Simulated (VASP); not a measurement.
# Mo (Im-3m) in VASP: a series of runs

The runs below take Mo through relaxation of cell and atoms, with PBE.

All numbers are computed with VASP 6.6.1; they aren't measurements. Logs are shortened: lines on timing, memory, paths and dates and some standing lists are left out, and cuts for length are marked.

## Step 1: The structure

Symmetry: Im-3m, No. 229, cubic system. Conventional cell: a = 3.147 Å, b = 3.147 Å, c = 3.147 Å, α = 90.00°, β = 90.00°, γ = 90.00°. Mo (site symmetry m-3m) is surrounded by 8 Mo at 2.73 Å.

## Step 2: Relaxation of cell and atoms, PBE

The input, INCAR:

```
SYSTEM = Mo
ALGO     = Fast           ! electronic algorithm
EDIFF    = 1E-7           ! SCF threshold, eV
EDIFFG   = -0.002         ! ionic threshold
ENCUT    = 350            ! plane-wave cutoff, eV
GGA      = PE             ! functional
IBRION   = 2              ! ionic algorithm
ISIF     = 3              ! what is computed and relaxed
ISMEAR   = 0              ! smearing method
LASPH    = .TRUE.         ! aspherical terms in the spheres
LCHARG   = .FALSE.        ! write CHGCAR
LREAL    = .FALSE.        ! projectors in reciprocal space
LWAVE    = .FALSE.        ! write WAVECAR
NELM     = 60             ! most SCF steps
NSW      = 80             ! ionic steps
PREC     = Accurate       ! precision mode
SIGMA    = 0.1            ! smearing width, eV
```

The input, KPOINTS:

```
k-points
0
G
  18 18 18
  0 0 0
```

The input, POSCAR:

```
Mo
1.0
   -1.5734150000      1.5734150000      1.5734150000
    1.5734150000     -1.5734150000      1.5734150000
    1.5734150000      1.5734150000     -1.5734150000
Mo
1
Direct
    0.0000000000      0.0000000000      0.0000000000
```

Potentials or basis: VASP PAW PBE potentials, release 64 (Mo_sv).

The run is started by

```sh
$ cat potpaw_PBE.64/Mo_sv/POTCAR > POTCAR
$ mpirun -np 1 vasp_std > vasp.out
```

OUTCAR:

```text
SYSTEM = Mo
   EDIFF = 1E-7
   EDIFFG = -0.002
   ENCUT = 350
   GGA = PE
   IBRION = 2
   ISIF = 3
   ISMEAR = 0
   LASPH = .TRUE.
   LREAL = .FALSE.
   NELM = 60
   NSW = 80
   PREC = Accurate

 ion  position               nearest neighbor table
   1  0.000  0.000  0.000-

  LATTYP: Found a body centered cubic cell.
 ALAT       =     3.1468300000

  Lattice vectors:

 A1 = (  -1.5734150000,   1.5734150000,   1.5734150000)
 A2 = (   1.5734150000,  -1.5734150000,   1.5734150000)
 A3 = (   1.5734150000,   1.5734150000,  -1.5734150000)

Analysis of symmetry for initial positions (statically):
=====================================================================
 Subroutine PRICEL returns:
 Original cell was already a primitive cell.

 Routine SETGRP: Setting up the symmetry group for a
 body centered cubic supercell.

 Subroutine GETGRP returns: Found 48 space group operations
 (whereof 48 operations were pure point group operations)
 out of a pool of 48 trial point group operations.

The static configuration has the point symmetry O_h .

Analysis of symmetry for dynamics (positions and initial velocities):
=====================================================================
 Subroutine PRICEL returns:
 Original cell was already a primitive cell.

 Routine SETGRP: Setting up the symmetry group for a
 body centered cubic supercell.

 Subroutine GETGRP returns: Found 48 space group operations
 (whereof 48 operations were pure point group operations)
 out of a pool of 48 trial point group operations.

The dynamic configuration has the point symmetry O_h .

 Subroutine INISYM returns: Found 48 space group operations
 (whereof 48 operations are pure point group operations),
 and found     1 'primitive' translations

----------------------------------------------------------------------------------------

                                     Primitive cell

  volume of cell :      15.5808

  direct lattice vectors                    reciprocal lattice vectors
    -1.573415000  1.573415000  1.573415000     0.000000000  0.317780115  0.317780115
     1.573415000 -1.573415000  1.573415000     0.317780115  0.000000000  0.317780115
     1.573415000  1.573415000 -1.573415000     0.317780115  0.317780115  0.000000000

  length of vectors
     2.725234721  2.725234721  2.725234721     0.449408949  0.449408949  0.449408949

  position of ions in fractional coordinates (direct lattice)
     0.000000000  0.000000000  0.000000000

  ion indices of the primitive-cell ions
   primitive index   ion index
                 1           1

----------------------------------------------------------------------------------------

 KPOINTS: k-points

Automatic generation of k-mesh.
 Grid dimensions read from file:
 generate k-points for:   18   18   18

 Generating k-lattice:

  Cartesian coordinates                     Fractional coordinates (reciprocal lattice)
     0.000000000  0.017654451  0.017654451     0.055555556  0.000000000  0.000000000
     0.017654451  0.000000000  0.017654451     0.000000000  0.055555556  0.000000000
     0.017654451  0.017654451  0.000000000     0.000000000  0.000000000  0.055555556

  Length of vectors
     0.024967164  0.024967164  0.024967164

  Shift w.r.t. Gamma in fractional coordinates (k-lattice)
     0.000000000  0.000000000  0.000000000

 Subroutine IBZKPT returns following result:
 ===========================================

 Found    195 irreducible k-points:

 Following reciprocal coordinates:
            Coordinates               Weight
  0.000000  0.000000  0.000000      1.000000
  0.055556  0.000000  0.000000     12.000000
  0.111111  0.000000  0.000000     12.000000
  0.166667  0.000000  0.000000     12.000000
  0.222222  0.000000  0.000000     12.000000
  0.277778  0.000000  0.000000     12.000000
[... 16 lines left out ...]
  0.333333  0.111111 -0.000000     48.000000
  0.388889  0.111111  0.000000     48.000000
 [... further k-points ...]
   k-points           NKPTS =    195   k-points in BZ     NKDIM =    195   number of bands    NBANDS=     11
   number of dos      NEDOS =    301   number of ions     NIONS =      1
   total plane-waves  NPLWV =   5832
   dimension x,y,z NGX =    18 NGY =   18 NGZ =   18
   dimension x,y,z NGXF=    36 NGYF=   36 NGZF=   36
   ions per type =               1
   NGX,Y,Z   is equivalent  to a cutoff of  10.98, 10.98, 10.98 a.u.
   NGXF,Y,Z  is equivalent  to a cutoff of  21.96, 21.96, 21.96 a.u.
 SYSTEM =  Mo
   PREC   = accura    normal or accurate (medium, high low for compatibility)
   ISTART =      0    job   : 0-new  1-cont  2-samecut
   ICHARG =      2    charge: 1-file 2-atom 10-const
   ISPIN  =      1    spin polarized calculation?
   LNONCOLLINEAR =      F non collinear calculations
   LSORBIT =      F    spin-orbit coupling
   LASPH  =      T    aspherical Exc in radial PAW
   ENCUT  =  350.0 eV  25.72 Ry    5.07 a.u.   4.16  4.16  4.16*2*pi/ulx,y,z
   NELM   =     60;   NELMIN=  2; NELMDL= -5     # of ELM steps
   EDIFF  = 0.1E-06   stopping-criterion for ELM
   LREAL  =      F    real-space projection
   EDIFFG = -.2E-02   stopping-criterion for IOM
   NSW    =     80    number of steps for IOM
   IBRION =      2    ionic relax: 0-MD 1-quasi-New 2-CG
   NFREE  =      1    steps in history (QN), initial steepest desc. (CG)
   ISIF   =      3    stress and relaxation
   ISYM   =      2    0-nonsym 1-usesym 2-fastsym
   POTIM  = 0.5000    time-step for ionic-motion
   TEBEG  =    0.0;   TEEND  =   0.0 temperature during run
   PSTRESS=    0.0 pullay stress
   NELECT =      14.0000    total number of electrons
   NUPDOWN=      -1.0000    fix difference up-down
   EMIN   =  10.00;   EMAX   =-10.00  energy-range for DOS
   EFERMI =   0.00;   METHOD = LEGACY
   ISMEAR =     0;   SIGMA  =   0.10  broadening in eV -4-tet -1-fermi 0-gaus
   EFERMI_NEDOS =   21; number of points for ismear=-14 and -15
   IALGO  =     68    algorithm
   IMIX   =      4    mixing-type and parameters
     AMIX     =   0.40;   BMIX     =  1.00
     AMIX_MAG =   1.60;   BMIX_MAG =  1.00
  volume/ion in A,a.u.               =      15.58       105.14
  Fermi-wavevector in a.u.,A,eV,Ry     =   1.579747  2.985289 33.954710  2.495601
  Thomas-Fermi vector in A             =   2.680079
   LORBIT       =      0    0 simple, 1 ext, 2 COOP (PROOUT), +10 PAW based schemes
   GGA     = PE    functional components
   LHFCALC =     F    Hartree Fock is set to
   AEXX    =    0.0000 exact exchange contribution
   IVDW    =     0    specifies the selected vdW correction
   LEPSILON=     F    determine dielectric tensor
   LRPA    =     F    only Hartree local field effects (RPA)
 conjugate gradient relaxation of ions
 non-spin polarized calculation
 RMM-DIIS sequential band-by-band and
 Gauss-broadening in eV      SIGMA  =   0.10
  energy-cutoff  :      350.00
  volume of cell :       15.58
 maximum number of plane-waves:       241
 NGX is ok and might be reduce to    18
   NGX =  9   NGY =  9   NGZ =  9

--------------------------------------- Ionic step        1  -------------------------------------------

 number of electron      14.0000001 magnetization

 Free energy of the ion-electron system (eV)
  ---------------------------------------------------
  ext. energy  EPLUGINS =         0.00000000
  ---------------------------------------------------
  free energy    TOTEN  =       -10.92762519 eV

  energy without entropy =      -10.92513736  energy(sigma->0) =      -10.92638127

------------------------ aborting loop because EDIFF is reached ----------------------------------------

  FORCE on cell =-STRESS in cart. coord.  units (eV):
  Direction    XX          YY          ZZ          XY          YZ          ZX
  --------------------------------------------------------------------------------------
  -------------------------------------------------------------------------------------
  Total        0.2372349      0.2372349      0.2372349      0.0000000     -0.0000000      0.0000000
  in kB       24.3949133     24.3949133     24.3949133      0.0000000     -0.0000000      0.0000000
  external PRESSURE =      24.3949133 kB  Pullay stress =       0.0000000 kB

 VOLUME and BASIS-vectors are now :
 -----------------------------------------------------------------------------
  energy-cutoff  :      350.00
  volume of cell :       15.58
      direct lattice vectors                 reciprocal lattice vectors
    -1.573415000  1.573415000  1.573415000     0.000000000  0.317780115  0.317780115
     1.573415000 -1.573415000  1.573415000     0.317780115  0.000000000  0.317780115
     1.573415000  1.573415000 -1.573415000     0.317780115  0.317780115  0.000000000
[... 36 lines left out ...]
 POSITION                                       TOTAL-FORCE (eV/Angst)
 -----------------------------------------------------------------------------------
      1.59142      1.59142      1.59142         0.000000      0.000000      0.000000
 -----------------------------------------------------------------------------------
    total drift:                               -0.000000      0.000000     -0.000000

  FREE ENERGIE OF THE ION-ELECTRON SYSTEM (eV)
  ---------------------------------------------------
  free  energy   TOTEN  =       -10.9207211958 eV

  energy  without entropy=      -10.9178173653  energy(sigma->0) =      -10.91926928

--------------------------------------- Ionic step        3  -------------------------------------------

 number of electron      14.0000003 magnetization

 Free energy of the ion-electron system (eV)
  ---------------------------------------------------
  ext. energy  EPLUGINS =         0.00000000
  ---------------------------------------------------
  free energy    TOTEN  =       -10.92868645 eV

  energy without entropy =      -10.92608638  energy(sigma->0) =      -10.92738642

 E-fermi :  12.5218     XC(G=0): -13.3580

 val. band max:       12.5070628750   @ k =   0.3889   0.1111   0.0000
 cond. band min:      12.5241195105   @ k =  -0.3889   0.4444   0.2778
 fundamental gap:      0.0170566355
 Fermi energy:        12.5218195915

 k-point     1 :       0.0000    0.0000    0.0000
  band No.  band energies     occupation
      1     -48.7630      2.00000
      2     -22.0501      2.00000
      3     -22.0501      2.00000
      4     -22.0501      2.00000
      5       5.2830      2.00000
      6      11.1505      2.00000
      7      11.1505      2.00000
      8      11.1505      2.00000
      9      14.1552      0.00000
     10      14.1552      0.00000
     11      27.3238      0.00000

 k-point     2 :       0.0556    0.0000    0.0000
  band No.  band energies     occupation
      1     -48.7554      2.00000
      2     -22.0946      2.00000
      3     -22.0638      2.00000
      4     -22.0504      2.00000
      5       5.4194      2.00000
      6      11.0736      2.00000
      7      11.1383      2.00000
      8      11.2778      2.00000
      9      14.0404      0.00000
     10      14.1571      0.00000
     11      27.5141      0.00000
[... 295 lines left out ...]
 k-point    24 :       0.3889    0.1111    0.0000
  band No.  band energies     occupation
      1     -48.5041      2.00000
      2     -23.3416      2.00000
      3     -22.5279      2.00000
      4     -22.1216      2.00000
      5       7.6229      2.00000
      6       9.2849      2.00000
      7      12.5071      1.16531
      8      14.0558      0.00000
      9      15.1821      0.00000
     10      17.8521      0.00000
     11      24.1377      0.00000

 [... further k-points ...]

------------------------ aborting loop because EDIFF is reached ----------------------------------------

  FORCE on cell =-STRESS in cart. coord.  units (eV):
  Direction    XX          YY          ZZ          XY          YZ          ZX
  --------------------------------------------------------------------------------------
  -------------------------------------------------------------------------------------
  Total       -0.0009125     -0.0009125     -0.0009125      0.0000000      0.0000000      0.0000000
  in kB       -0.0929789     -0.0929789     -0.0929789      0.0000000      0.0000000      0.0000000
  external PRESSURE =      -0.0929789 kB  Pullay stress =       0.0000000 kB

 VOLUME and BASIS-vectors are now :
 -----------------------------------------------------------------------------
  energy-cutoff  :      350.00
  volume of cell :       15.72
      direct lattice vectors                 reciprocal lattice vectors
    -1.578213076  1.578213076  1.578213076     0.000000000  0.316814002  0.316814002
     1.578213076 -1.578213076  1.578213076     0.316814002  0.000000000  0.316814002
     1.578213076  1.578213076 -1.578213076     0.316814002  0.316814002  0.000000000

 POSITION                                       TOTAL-FORCE (eV/Angst)
 -----------------------------------------------------------------------------------
      0.00000      0.00000      0.00000         0.000000      0.000000     -0.000000
 -----------------------------------------------------------------------------------
    total drift:                                0.000000      0.000000     -0.000000

  FREE ENERGIE OF THE ION-ELECTRON SYSTEM (eV)
  ---------------------------------------------------
  free  energy   TOTEN  =       -10.9286864487 eV

  energy  without entropy=      -10.9260863826  energy(sigma->0) =      -10.92738642

 reached required accuracy - stopping structural energy minimisation
```

Wall time 81 s (1 thread of Intel Xeon Platinum 8259CL at 2.50GHz (Skylake/Cascade Lake), shared host); peak memory 0.13 GiB.

What came out:

- Free energy: -10.9287 eV
- Relaxed volume: 15.72 Å³/atom
- Relaxed cell: a = 2.734 Å, b = 2.734 Å, c = 2.734 Å, α = 109.47°, β = 109.47°, γ = 109.47°
- Space group after relaxing (to 0.05 Å): Im-3m (No. 229)
- Energy gained by relaxing: 1.1 meV/atom
- Ionic steps: 3
- Pressure after relaxing: 0.0 GPa
- Band gap on the k mesh: none (metal or under the smearing width)

Step by step:
```csv
step,energy change (eV),largest force (eV/Å),pressure (GPa),volume (Å³)
1,0.0000,0.0000,2.44,15.58
2,0.0069,0.0000,-6.24,16.12
3,-0.0011,0.0000,-0.01,15.72
```

Final structure:
```cif
data_structure
_symmetry_space_group_name_H-M 'P 1'
_symmetry_Int_Tables_number 1
_cell_length_a 2.7335
_cell_length_b 2.7335
_cell_length_c 2.7335
_cell_angle_alpha 109.471
_cell_angle_beta 109.471
_cell_angle_gamma 109.471
_cell_volume 15.72
loop_
_atom_site_label
_atom_site_type_symbol
_atom_site_fract_x
_atom_site_fract_y
_atom_site_fract_z
_atom_site_occupancy
Mo1 Mo 0.00000 0.00000 0.00000 1
```

Levels at points of the mesh, in eV from the Fermi level:
```csv
k point,band 3,band 4,band 5,band 6,band 7,band 8,band 9,band 10,band 11
"(0.00, 0.00, 0.00)",-34.57,-34.57,-7.24,-1.37,-1.37,-1.37,1.63,1.63,14.80
"(0.50, 0.00, 0.00)",-35.01,-34.58,-5.31,-3.39,1.59,1.66,2.28,4.68,11.93
"(0.50, 0.50, 0.50)",-35.52,-35.52,-5.41,-5.41,3.93,3.93,3.93,9.00,9.00
```

## Step 3: Relaxation of cell and atoms, PBE

This run uses another cell than the first one, of 15.72 Å³/atom, 1.009 times its volume.

INCAR is that of step 2.

KPOINTS is that of step 2.

The input, POSCAR:

```
Mo                                      
1.0
   -1.5782130758      1.5782130758      1.5782130758
    1.5782130758     -1.5782130758      1.5782130758
    1.5782130758      1.5782130758     -1.5782130758
  Mo            
     1
Direct
     0.0000000000000000    0.0000000000000000    0.0000000000000000
```

Potentials or basis: VASP PAW PBE potentials, release 64 (Mo_sv).

The run is started by

```sh
$ cat potpaw_PBE.64/Mo_sv/POTCAR > POTCAR
$ mpirun -np 1 vasp_std > vasp.out
```

It took 63 s on 1 thread of Intel Xeon Platinum 8259CL at 2.50GHz (Skylake/Cascade Lake), shared host; peak memory 0.13 GiB.

Results (log left out):

```
Free energy               : -10.9303 eV
Energy gained by relaxing : 0.0 meV/atom
Ionic steps               : 3
Pressure after relaxing   : 0.0 GPa
Band gap on the k mesh    : none (metal or under the smearing width)
```

Final structure:
```yaml
crystal:
  lattice:
    - [-1.57816, 1.57816, 1.57816]
    - [1.57816, -1.57816, 1.57816]
    - [1.57816, 1.57816, -1.57816]
  atoms:
    - { symbol: Mo, position: [0.00000, 0.00000, 0.00000] }
```

Levels at points of the mesh, in eV from the Fermi level:
| k point | band 5 | band 6 | band 7 | band 8 | band 9 | band 10 |
| --- | --- | --- | --- | --- | --- | --- |
| (0.00, 0.00, 0.00) | -7.24 | -1.37 | -1.37 | -1.37 | 1.63 | 1.63 |
| (0.50, 0.00, 0.00) | -5.31 | -3.39 | 1.59 | 1.66 | 2.28 | 4.68 |
| (0.50, 0.50, 0.50) | -5.41 | -5.41 | 3.93 | 3.93 | 3.93 | 9.00 |
